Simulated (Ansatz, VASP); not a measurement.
Two plane-wave programs on I

```
I
1.0
     0.00000    2.36560    3.90984
     2.19225    0.00000    3.90984
     2.19225    2.36560    0.00000
I
1
Direct
  0.00000 0.00000 0.00000
```

Alike in both runs: task single point; functional RPBE; k mesh 8 × 8 × 8; occupations gaussian, width 0.15 eV; no spin polarisation.

|  | VASP | Ansatz |
| --- | --- | --- |
| version | VASP 6.6.1 | Ansatz 0.2.0 |
| potentials or method | VASP PAW PBE potentials, release 64 (I) | plane waves, PAW |
| plane-wave cutoff (eV) | 520 | 420 |
| valence electrons in the cell | 7 | 17 |

```tsv
	VASP	Ansatz	Ansatz less VASP
pressure (GPa)	1.8	1.9	+0.04
largest component of the traceless stress (GPa)	0.29	0.26	-0.031
```

The two sets of potentials don't hold the same shells in valence.

Caveats: the PAW data sets were made with another functional, which shifts forces and pressure a little (VASP); an odd number of electrons without spin polarisation forces a metal; a magnetic or distorted state may lie lower. Spin-orbit coupling is left out, which matters for the levels of I.
